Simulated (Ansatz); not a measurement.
## 5-layer 1T-MgI2 (AA) in a perpendicular field

Aim: how the 5-layer 1T-MgI2 (AA) screens a field along its normal, and what the field does to its bands. A positive field points along +c.

Program: Ansatz 0.2.0. Level of theory: plane-wave DFT, PBE-D3(BJ), Ansatz PAW. Results are calculated unless marked as measured.

### 1. Starting point

The cell holds 15 atoms: 10 I and 5 Mg. Cell: a = 4.200 Å, b = 4.200 Å, c = 83.361 Å, α = 90.0°, β = 90.0°, γ = 120.0°. Regions: layer 1: 1T-MgI2, 3 atoms (2 I and 1 Mg); layer 2: 1T-MgI2, 3 atoms (2 I and 1 Mg); layer 3: 1T-MgI2, 3 atoms (2 I and 1 Mg); layer 4: 1T-MgI2, 3 atoms (2 I and 1 Mg); layer 5: 1T-MgI2, 3 atoms (2 I and 1 Mg). Vacuum lies along c.

Coordinates:

```cif
data_structure
_symmetry_space_group_name_H-M 'P 1'
_symmetry_Int_Tables_number 1
_cell_length_a 4.2000
_cell_length_b 4.2000
_cell_length_c 83.3605
_cell_angle_alpha 90.000
_cell_angle_beta 90.000
_cell_angle_gamma 120.000
_cell_volume 1273.47
loop_
_atom_site_label
_atom_site_type_symbol
_atom_site_fract_x
_atom_site_fract_y
_atom_site_fract_z
_atom_site_occupancy
I1 I 0.66667 0.33333 0.34309 1
Mg2 Mg 0.00000 0.00000 0.35864 1
I3 I 0.33333 0.66667 0.37418 1
I4 I 0.66667 0.33333 0.41377 1
Mg5 Mg 0.00000 0.00000 0.42932 1
I6 I 0.33333 0.66667 0.44487 1
I7 I 0.66667 0.33333 0.48445 1
Mg8 Mg 0.00000 0.00000 0.50000 1
I9 I 0.33333 0.66667 0.51555 1
I10 I 0.66667 0.33333 0.55513 1
Mg11 Mg 0.00000 0.00000 0.57068 1
I12 I 0.33333 0.66667 0.58623 1
I13 I 0.66667 0.33333 0.62582 1
Mg14 Mg 0.00000 0.00000 0.64136 1
I15 I 0.33333 0.66667 0.65691 1
```

### 2. Relaxing the slab

The starting cell is a guess, so the in-plane lattice and the atoms are relaxed first, with the slab cut off from its images along the normal.

Input file input.yaml:

```yaml
crystal:
  lattice:
    - [4.2, 0.0, 0.0]
    - [-2.1, 3.6373066959, 0.0]
    - [0.0, 0.0, 83.360517933]
  atoms:
    - { symbol: I, position: [0.6666666667, 0.3333333333, 0.3430880795] }
    - { symbol: Mg, position: [0.0, 0.0, 0.3586356292] }
    - { symbol: I, position: [0.3333333333, 0.6666666667, 0.3741831788] }
    - { symbol: I, position: [0.6666666667, 0.3333333333, 0.4137702649] }
    - { symbol: Mg, position: [0.0, 0.0, 0.4293178146] }
    - { symbol: I, position: [0.3333333333, 0.6666666667, 0.4448653642] }
    - { symbol: I, position: [0.6666666667, 0.3333333333, 0.4844524503] }
    - { symbol: Mg, position: [0.0, 0.0, 0.5] }
    - { symbol: I, position: [0.3333333333, 0.6666666667, 0.5155475497] }
    - { symbol: I, position: [0.6666666667, 0.3333333333, 0.5551346358] }
    - { symbol: Mg, position: [0.0, 0.0, 0.5706821854] }
    - { symbol: I, position: [0.3333333333, 0.6666666667, 0.5862297351] }
    - { symbol: I, position: [0.6666666667, 0.3333333333, 0.6258168212] }
    - { symbol: Mg, position: [0.0, 0.0, 0.6413643708] }
    - { symbol: I, position: [0.3333333333, 0.6666666667, 0.6569119205] }
  periodic: [true, true, false]
kpoints:
  mp_grid: { grid: [12, 12, 1] }
hamiltonian:
  xc: pbe
  dispersion: d3bj
scf:
  occupations: { method: fermi_dirac, width: 0.05 }
  convergence: { dr2_threshold: 1.0e-09 }
relax:
  f_tol: 0.004
  max_steps: 90
  cell: {}
output:
  write_potential: true
  write_density: true
  volumetric_format: npy
```

Run with:

```bash
> ansatz run input.yaml --threads 4 --pin off --max-ram 16384MiB --backend cpu --events-out ev --progress --plain --runs-dir out
```

Numbers of over 12 decimals in the logs are rounded to 6 here.

Output:

```text
Warning: relax.cell: scf.convergence.dr2_threshold = 1e-9 eV is looser than the 1.14715466248e-10 eV advised for a relaxation that steers and ends on the stress (1e-10 eV for each atom of the cell: 15, times the square of relax.cell.stress_2d_tol = 0.05 N/m over 36.2 Å (the atoms' height at the walk's start and 5 Å past either face), 1.383e-2 GPa, over a crystal's default 0.05). What an SCF threshold leaves in a stress goes as its square root, and in the free energy as the threshold itself, and one threshold admits the most on a small cell: [figures from the program's tests cut] Set scf.convergence.dr2_threshold to 1.14715466248e-10 eV or tighter. [rest of the remark cut]
Engine: ansatz 0.2.0, aarch64-unknown-linux-gnu
Pseudopotentials: kind: paw
Pseudopotential: I, paw, valence charge 17, recommended cutoff 420 eV (normal), I.paw.azcp
Pseudopotential: Mg, paw, valence charge 10, recommended cutoff 420 eV (normal), Mg.paw.azcp
Functional definition: PBE
  parameter kappa = 0.804
  parameter beta = 0.066725
  exchange = pbe_x(kappa = kappa, mu = beta*pi^2/3)
  correlation = pbe_c(beta = beta)
Crystal: 15 atoms, lattice volume = 1273.473 Å³
Basis set: ecut = 420 eV, 24513 PW (Γ), exchange–correlation on 60×60×1152 points (8 copies of the dense FFT grid, shifted against one another)
Bands: 132, of which v1, the nominal top of the filled ones, is band 110 counted from 1 (109 counted from 0)
Symmetry: 12 space group operations
Space group: P-3m1 (ITA 164), of the structure as read, at distance tolerance 1.1e-4 Å
k-points: 19 of 144
Non-local potential: I, projectors of the file, l = 0: 2, l = 1: 2, l = 2: 2, l = 3: 2
Non-local potential: Mg, projectors of the file, l = 0: 3, l = 1: 2, l = 2: 1
PAW form: soft (Blöchl's): semilocal exchange-correlation on the pseudo side does not see the compensation charge
PAW one-centre angular grid: I, 590 points (default); XC on 64 Gauss nodes
PAW one-centre angular grid: Mg, 110 points (default); XC on 64 Gauss nodes
Initial density: superposition of atomic densities (neutral atoms: chi_scale 0, normalization atom), corrected by the library's trained network
Initial wavefunctions: pseudopotential atomic-orbital guess
Functional: x = pbe(κ = 0.804, μ = 0.219515), c = pbe(β = 0.066725)
SCF iter   1: F=—  HF=-84764.521107 eV  |F-HF|=—  |Δ(HF+E_count)|=         —  Δρ=4.32e-4  dr2=4.45e-3  ethr=1.77e-3  ⟨swp⟩=18.7  Hψ=17209  notcnv=0  defer=113
preconditioner: auto → Resta (q_TF=auto, 2.036 Å⁻¹)  ε∞=1.8  [insulator: Δε(μ)=2.683 eV  Ē_g=10.481 eV  σ=0.050 eV  W_gap=1.00  n_scr=228 (ndim 8)  ℏωp=9.3 eV  f_vac=0.645  D(μ)=0.00/eV (n_scr^D=0)  ε∞_Penn≈1.8  vacuum switching on, ρ_ref=8.0e-3 e/Å³]
SCF iter   2: F=—  HF=-84764.508070 eV  |F-HF|=—  |Δ(HF+E_count)|=   1.30e-2  Δρ=2.31e-4  dr2=1.08e-3  ethr=2.02e-6  ⟨swp⟩=4.7  Hψ=6675  notcnv=0  defer=287
SCF iter   3: F=—  HF=-84764.508738 eV  |F-HF|=—  |Δ(HF+E_count)|=   6.69e-4  Δρ=1.12e-4  dr2=2.45e-4  ethr=4.92e-7  ⟨swp⟩=3.4  Hψ=3899  notcnv=0  defer=287
SCF iter   4: F=—  HF=-84764.509048 eV  |F-HF|=—  |Δ(HF+E_count)|=   3.10e-4  Δρ=3.13e-5  dr2=4.26e-5  ethr=1.11e-7  ⟨swp⟩=3.3  Hψ=3840  notcnv=0  defer=287
SCF iter   5: F=—  HF=-84764.509025 eV  |F-HF|=—  |Δ(HF+E_count)|=   2.25e-5  Δρ=1.10e-5  dr2=2.44e-6  ethr=1.94e-8  ⟨swp⟩=2.8  Hψ=3422  notcnv=0  defer=287
SCF iter   6: F=—  HF=-84764.508740 eV  |F-HF|=—  |Δ(HF+E_count)|=   2.85e-4  Δρ=4.24e-6  dr2=4.82e-7  ethr=1.11e-9  ⟨swp⟩=3.1  Hψ=4527  notcnv=0  defer=291
SCF iter   7: F=—  HF=-84764.508741 eV  |F-HF|=—  |Δ(HF+E_count)|=   7.18e-7  Δρ=1.22e-6  dr2=5.49e-8  ethr=2.19e-10  ⟨swp⟩=3.1  Hψ=4073  notcnv=0  defer=291
SCF iter   8: F=—  HF=-84764.508741 eV  |F-HF|=—  |Δ(HF+E_count)|=   6.70e-8  Δρ=6.33e-7  dr2=1.30e-8  ethr=2.49e-11  ⟨swp⟩=3.1  Hψ=4558  notcnv=0  defer=291
SCF iter   9: F=-84764.508741 eV  HF=-84764.508741 eV  |F-HF|=1.91e-8  |Δ(HF+E_count)|=   3.61e-8  Δρ=2.15e-7  dr2=4.84e-10  ethr=1.00e-12  ⟨swp⟩=9.9  Hψ=16995  notcnv=0
SCF 1 converged in 9 iterations: F = -84764.508741 eV  dr2 = 4.84e-10
  greatest PAW one-centre occupation: 1.000 electrons in one spin orbital (limit 2), on the Mg atom at site 10 (counted from 0), in its partial waves of l = 0
relax step   1: F+E_penalty+E_count = -84764.50874097 eV  Δ(F+E_penalty+E_count) = +0.000e0 eV  max|allowed force component| = 2.319e0 eV/Å  Δτ_max = 0.0000 Å  P = +20.559 N/m  Ω = 1273.473 Å³  fix = [c, alpha, beta]  reactions: c +0.000 N/m  (9 SCF iters, accepted)
Crystal: 15 atoms, lattice volume = 1298.463 Å³
Basis set: ecut = 420 eV, 25257 PW (Γ), exchange–correlation on 60×60×1152 points (8 copies of the dense FFT grid, shifted against one another)
Initial density: handed on by an earlier stage of this run
Initial wavefunctions: those handed on with the density
iter 1 solved again at ethr=7.68e-5 eV; its pass at ethr=3.10e-3 eV (dr2=1.69e-1 eV) is discarded
SCF iter   1: F=—  HF=-84767.320706 eV  |F-HF|=—  |Δ(HF+E_count)|=         —  Δρ=3.23e-3  dr2=1.57e-1  ethr=7.68e-5  ⟨swp⟩=7.5  Hψ=16856  notcnv=0  defer=18
preconditioner: auto → Resta (q_TF=auto, 2.030 Å⁻¹)  ε∞=1.8  [insulator: Δε(μ)=2.823 eV  Ē_g=10.210 eV  σ=0.050 eV  W_gap=1.00  n_scr=226 (ndim 8)  ℏωp=9.2 eV  f_vac=0.640  D(μ)=0.00/eV (n_scr^D=0)  ε∞_Penn≈1.8  vacuum switching on, ρ_ref=7.6e-3 e/Å³]
SCF iter   2: F=—  HF=-84767.292680 eV  |F-HF|=—  |Δ(HF+E_count)|=   2.80e-2  Δρ=1.66e-3  dr2=2.18e-2  ethr=7.15e-5  ⟨swp⟩=5.1  Hψ=4508  notcnv=0  defer=118
SCF iter   3: F=—  HF=-84767.292592 eV  |F-HF|=—  |Δ(HF+E_count)|=   8.87e-5  Δρ=5.74e-4  dr2=4.24e-3  ethr=9.90e-6  ⟨swp⟩=3.5  Hψ=5480  notcnv=0  defer=163
SCF iter   4: F=—  HF=-84767.293105 eV  |F-HF|=—  |Δ(HF+E_count)|=   5.13e-4  Δρ=1.23e-4  dr2=6.92e-4  ethr=1.93e-6  ⟨swp⟩=2.8  Hψ=3676  notcnv=0  defer=163
SCF iter   5: F=—  HF=-84767.293077 eV  |F-HF|=—  |Δ(HF+E_count)|=   2.76e-5  Δρ=5.27e-5  dr2=1.11e-4  ethr=3.14e-7  ⟨swp⟩=3.0  Hψ=4064  notcnv=0  defer=163
SCF iter   6: F=—  HF=-84767.293086 eV  |F-HF|=—  |Δ(HF+E_count)|=   8.73e-6  Δρ=2.03e-5  dr2=8.72e-6  ethr=5.04e-8  ⟨swp⟩=2.7  Hψ=3098  notcnv=0  defer=163
SCF iter   7: F=—  HF=-84767.292759 eV  |F-HF|=—  |Δ(HF+E_count)|=   3.26e-4  Δρ=6.79e-6  dr2=2.36e-6  ethr=3.96e-9  ⟨swp⟩=3.0  Hψ=4254  notcnv=0  defer=164
SCF iter   8: F=—  HF=-84767.292760 eV  |F-HF|=—  |Δ(HF+E_count)|=   1.29e-7  Δρ=2.04e-6  dr2=5.00e-8  ethr=1.07e-9  ⟨swp⟩=2.9  Hψ=3155  notcnv=0  defer=171
SCF iter   9: F=—  HF=-84767.292760 eV  |F-HF|=—  |Δ(HF+E_count)|=   7.55e-8  Δρ=8.37e-7  dr2=8.05e-9  ethr=2.27e-11  ⟨swp⟩=3.4  Hψ=4995  notcnv=0  defer=176
[...]
relax step  13: F+E_penalty+E_count = -84768.33936996 eV  Δ(F+E_penalty+E_count) = -4.210e-3 eV  max|allowed force component| = 9.027e-3 eV/Å  Δτ_max = 0.1390 Å  P = +0.068 N/m  Ω = 1228.084 Å³  energy of the carried Pulay correction = +1.631e-3 eV  fix = [c, alpha, beta]  reactions: c +0.000 N/m  (9 SCF iters, accepted)
relax step  14: F+E_penalty+E_count = -84768.33958264 eV  Δ(F+E_penalty+E_count) = -2.127e-4 eV  max|allowed force component| = 1.971e-3 eV/Å  Δτ_max = 0.0292 Å  P = +0.015 N/m  Ω = 1228.588 Å³  energy of the carried Pulay correction = +1.613e-3 eV  fix = [c, alpha, beta]  reactions: c +0.000 N/m  (8 SCF iters, accepted)
relax step  15: F+E_penalty+E_count = -84768.33958702 eV  Δ(F+E_penalty+E_count) = -4.375e-6 eV  max|allowed force component| = 1.242e-3 eV/Å  Δτ_max = 0.0055 Å  P = +0.002 N/m  Ω = 1228.651 Å³  energy of the carried Pulay correction = +1.610e-3 eV  fix = [c, alpha, beta]  reactions: c +0.000 N/m  (7 SCF iters, accepted)
Initial wavefunctions: pseudopotential atomic-orbital guess (no wavefunctions were taken with the density)
iter 1 solved again at ethr=2.22e-6 eV; its pass at ethr=3.10e-3 eV (dr2=4.87e-3 eV) is discarded
SCF iter   1: F=—  HF=-84768.337635 eV  |F-HF|=—  |Δ(HF+E_count)|=         —  Δρ=1.53e-5  dr2=6.29e-7  ethr=2.22e-6  ⟨swp⟩=7.6  Hψ=24028  notcnv=0  defer=6
eigensolver tolerance schedule: the retry pair's looser diagonalisation over-reported the residual by 7743.32 of it (diagonalisation noise at an unbounded share of the residual, at the tolerance the schedule requests for it); recorded, not acted on — ethr = c·dr2/N_el stays at c = 1.0e-1
SCF iter   2: F=—  HF=-84768.337940 eV  |F-HF|=—  |Δ(HF+E_count)|=   3.05e-4  Δρ=6.19e-6  dr2=8.31e-8  ethr=2.86e-10  ⟨swp⟩=5.3  Hψ=7935  notcnv=0  defer=4
SCF iter   3: F=—  HF=-84768.337940 eV  |F-HF|=—  |Δ(HF+E_count)|=   1.52e-7  Δρ=2.02e-6  dr2=1.44e-8  ethr=3.78e-11  ⟨swp⟩=3.0  Hψ=5140  notcnv=0  defer=4
SCF iter   4: F=—  HF=-84768.337940 eV  |F-HF|=—  |Δ(HF+E_count)|=   1.66e-8  Δρ=4.27e-7  dr2=4.97e-9  ethr=6.56e-12  ⟨swp⟩=3.1  Hψ=3883  notcnv=0  defer=4
SCF iter   5: F=-84768.337940 eV  HF=-84768.337940 eV  |F-HF|=5.82e-9  |Δ(HF+E_count)|=   4.83e-9  Δρ=1.00e-7  dr2=4.07e-10  ethr=1.00e-12  ⟨swp⟩=25.7  Hψ=22063  notcnv=0
SCF 16 converged in 5 iterations: F = -84768.337940 eV  dr2 = 4.07e-10
relax step  16: F+E_penalty+E_count = -84768.33794041 eV  Δ(F+E_penalty+E_count) = +1.647e-3 eV  max|allowed force component| = 1.236e-3 eV/Å  Δτ_max = 0.0000 Å  P = +0.004 N/m  Ω = 1228.651 Å³  fix = [c, alpha, beta]  reactions: c +0.000 N/m  stress off target by 3.92e-3 N/m on what of the cell is left free  SCF on the basis re-selected at this cell (its energy is not comparable with the rows above)  (5 SCF iters)
basis re-selected at this cell: Δ(F+E_penalty+E_count) = +1.647e-3 eV, ΔP = +0.002 N/m vs the last step (what re-selecting the basis moved, of the pressure what is left beyond the Pulay correction that the steps carried, after the strain that the cell walked since its last selection, with what the two solves' SCF thresholds leave and, on support functions, any second-order correction that the steps lacked; it is no m [...]
WARN: The output density's exchange-correlation potential varies sharply where the density is thin. Do not read a vacuum level from v_tot or v_xc, or from such a field of the output density. On a cell that repeats whose density bears no net charge and no dipole along the vacuum's axis use v_es (v_loc + v_h of the components); under efield.dipole_correction with no amplitude use v_es + v_field, which holds any externa [...]
SCF converged after 5 iterations
Free energy (F): -84768.337940 eV
Harris-Foulkes:  -84768.337940 eV  (|F-HF|=5.82e-9)
Internal energy: -84768.337940 eV  (E = F + TS)
E sigma→0 (E₀):  -84768.337940 eV
Fermi energy:    -4.507402 eV
--- Per-component energies (eV) ---
  E_band       = -8083.940060
  E_kinetic    = 2271.133970
  E_local      = -2862655.884034  (includes V_loc(G=0)·N_el)
  E_nonlocal   = -428.113845
  E_hartree    = 1429261.117028
  E_xc         = -1426.961002
  E_vxc        = -1474.976468  (∫ρ·V_xc dr)
  E_paw        = -49631.265758  (= ΣΔE_a)
  E_vpaw       = -4318.361950  (= ΣTr[D̂ρ^β])
  E_aug_tail   = -0.000166  (compensation charges beyond the density's cutoff)
  E_ewald      = 1397846.113489
  E_disp       = -4.477621  (pairwise vdW)
  E_smearing   = -0.000000  (= −TS)
  E_closure    = -0.000000  (closes the sum)
  Σ components = -84768.337940   (vs F -84768.337940, Δ=0.00e0)
--- Forces (eV/Å), atoms counted from 1 ---
  atom   1  I     -0.00000000     0.00000000     0.00065588
  atom   2  Mg    -0.00000000    -0.00000000     0.00024545
  atom   3  I      0.00000000    -0.00000000    -0.00123592
  atom   4  I     -0.00000000     0.00000000     0.00117165
  atom   5  Mg     0.00000000     0.00000000    -0.00006618
  atom   6  I      0.00000000    -0.00000000    -0.00052422
  atom   7  I     -0.00000000     0.00000000     0.00074265
  atom   8  Mg     0.00000000     0.00000000     0.00000000
  atom   9  I      0.00000000    -0.00000000    -0.00074265
  atom  10  I     -0.00000000     0.00000000     0.00052422
  atom  11  Mg    -0.00000000    -0.00000000     0.00006618
  atom  12  I      0.00000000    -0.00000000    -0.00117165
  atom  13  I      0.00000000     0.00000000     0.00123592
  atom  14  Mg     0.00000000     0.00000000    -0.00024545
  atom  15  I      0.00000000    -0.00000000    -0.00065588
  max |Σ_I F_I| component: 4.70e-18 eV/Å
--- 2D stress c σ (N/m, compression-positive) ---
        0.003925       0.000000       0.000000
       -0.000000       0.003925      -0.000000
        0.000000      -0.000000       0.000000
  P = ½ c Tr σ = 0.0039 N/m
--- Band table (eV; the first three rows and the last of 19) ---
  k-point 0: bands = [... 106 lower, -6.3286, -6.3286, -6.3183, -6.3183, -2.4618, -2.3060, -2.0626, -1.7996 (-1.7997°), ... 18 higher]
  k-point 1: bands = [... 106 lower, -6.3685, -6.3568, -6.3409, -6.3267, -2.1499, -2.0269, -1.8277 (-1.8277°), -1.6103 (-1.6103°), ... 18 higher]
  k-point 2: bands = [... 106 lower, -6.4447, -6.4258, -6.4071, -6.3853, -1.6644 (-1.6644°), -1.6282 (-1.6282°), -1.5660 (-1.5659°), -1.4869 (-1.4869°), ... 18 higher]
  k-point 18: bands = [... 106 lower, -6.9996, -6.9996, -6.8792, -6.8792, -2.3572, -2.1988, -1.9693, -1.7171, ... 18 higher]
  ° read free of the cell's end (the report's vacuum.weakly_bound_levels)
  °? not known for the slab's own: over its row's bound_up_to_ev there, or no deeper under its free states than its continued_xc_part_ev in size
--- Relaxed structure (15 steps of the walk, 15 accepted, 1 SCFs on fresh bases) ---
  F+E_penalty+E_count = -84768.33794041 eV   max|allowed force component| = 1.236e-3 eV/Å   (the final SCF, on the basis selected at the relaxed cell)
  cell:  # Å, volume = 1228.6508 Å³
    - [4.125425, 0.0, 0]
    - [-2.062713, 3.572723, 0]
    - [0, 0, 83.360517933]
  atoms:
    - { symbol: I, position: [0.666667, 0.333333, 0.315794] }
    - { symbol: Mg, position: [-3.3282157152455435e-17, 0, 0.335980] }
    - { symbol: I, position: [0.333333, 0.666667, 0.356121] }
    - { symbol: I, position: [0.666667, 0.333333, 0.397912] }
    - { symbol: Mg, position: [-1.6578894386611784e-17, 0, 0.418032] }
    - { symbol: I, position: [0.333333, 0.666667, 0.438151] }
    - { symbol: I, position: [0.666667, 0.333333, 0.479882] }
    - { symbol: Mg, position: [0, 0, 0.5] }
    - { symbol: I, position: [0.333333, 0.666667, 0.520118] }
    - { symbol: I, position: [0.666667, 0.333333, 0.561849] }
    - { symbol: Mg, position: [1.6578894386611784e-17, 0, 0.581968] }
    - { symbol: I, position: [0.333333, 0.666667, 0.602088] }
    - { symbol: I, position: [0.666667, 0.333333, 0.643879] }
    - { symbol: Mg, position: [3.3282157152455435e-17, 0, 0.664020] }
    - { symbol: I, position: [0.333333, 0.666667, 0.684206] }
```

Run time: 19 min. Hardware: 4 threads of Arm Neoverse V1, shared host; peak memory 4.5 GiB; 67 min of CPU time.

The steps of the relaxation:

```
step  energy less that of the first step (eV)  largest force component (eV/Å)  volume (Å³)
   1                                   0.0000                          2.3188      1273.47
   2                                  -2.7840                          0.8187      1298.46
   3                                  -3.0916                          0.3701      1299.31
   4                                  -3.2564                          0.2732      1290.88
   5                                  -3.3848                          0.1375      1280.83
   6                                  -3.5001                          0.0971      1270.53
   7                                  -3.5939                          0.0761      1260.36
   8                                  -3.6803                          0.1230      1247.82
   9                                  -3.7285                          0.1098      1251.04
  10                                  -3.7736                          0.0846      1234.56
  11                                  -3.8098                          0.0560      1236.83
  12                                  -3.8264                          0.0152      1229.68
  13                                  -3.8306                          0.0090      1228.08
  14                                  -3.8308                          0.0020      1228.59
  15                                  -3.8308                          0.0012      1228.65
 16*                                  -3.8292                          0.0012      1228.65
```

Relaxation steps marked * repeat the geometry before them on a plane-wave basis chosen anew for their cell, so energy and pressure can jump there.

The run keeps the 12 symmetry operations that it works with, so distortions that break them were not tested.

```
cell as run  before  after  change
      a (Å)   4.200  4.125  -1.8 %
      b (Å)   4.200  4.125  -1.8 %
```

The atoms that moved most (Å, along periodic axes as changes of fractional coordinates times the final cell, across vacuum about the mean position):

```
atom     dx     dy      dz  length
 I15  0.000  0.000   2.275   2.275
  I1  0.000  0.000  -2.275   2.275
 Mg2  0.000  0.000  -1.889   1.889
Mg14  0.000  0.000   1.889   1.889
 I13  0.000  0.000   1.506   1.506
  I3  0.000  0.000  -1.506   1.506
 I12  0.000  0.000   1.322   1.322
  I4  0.000  0.000  -1.322   1.322
```

The relaxed structure:

```cif
data_structure
_symmetry_space_group_name_H-M 'P 1'
_symmetry_Int_Tables_number 1
_cell_length_a 4.1254
_cell_length_b 4.1254
_cell_length_c 83.3605
_cell_angle_alpha 90.000
_cell_angle_beta 90.000
_cell_angle_gamma 120.000
_cell_volume 1228.65
loop_
_atom_site_label
_atom_site_type_symbol
_atom_site_fract_x
_atom_site_fract_y
_atom_site_fract_z
_atom_site_occupancy
I1 I 0.66667 0.33333 0.31579 1
Mg2 Mg 0.00000 0.00000 0.33598 1
I3 I 0.33333 0.66667 0.35612 1
I4 I 0.66667 0.33333 0.39791 1
Mg5 Mg 0.00000 0.00000 0.41803 1
I6 I 0.33333 0.66667 0.43815 1
I7 I 0.66667 0.33333 0.47988 1
Mg8 Mg 0.00000 0.00000 0.50000 1
I9 I 0.33333 0.66667 0.52012 1
I10 I 0.66667 0.33333 0.56185 1
Mg11 Mg 0.00000 0.00000 0.58197 1
I12 I 0.33333 0.66667 0.60209 1
I13 I 0.66667 0.33333 0.64388 1
Mg14 Mg 0.00000 0.00000 0.66402 1
I15 I 0.33333 0.66667 0.68421 1
```

Numbers from this step:

```
gap on the k-mesh : 3.577 eV
```

The lattice constant a goes from 4.200 to 4.125 Å.

(Part 1 of 3 ends here.)

[Logs are printed without paths, hosts, clocks, repeated set-up lines and the standing remarks that a program may print on its own settings, such as how far it seeks lower states.]

[Hosts, paths, dates, database ids (printed as entryN), source tags and the programs' standing remarks are cut or masked in the printed files.]

[Maps of the electrostatic potential energy from Ansatz leave out the sawtooth potential of an applied field or a dipole correction, so their vacuum need not be flat; planar profiles and work functions include it.]
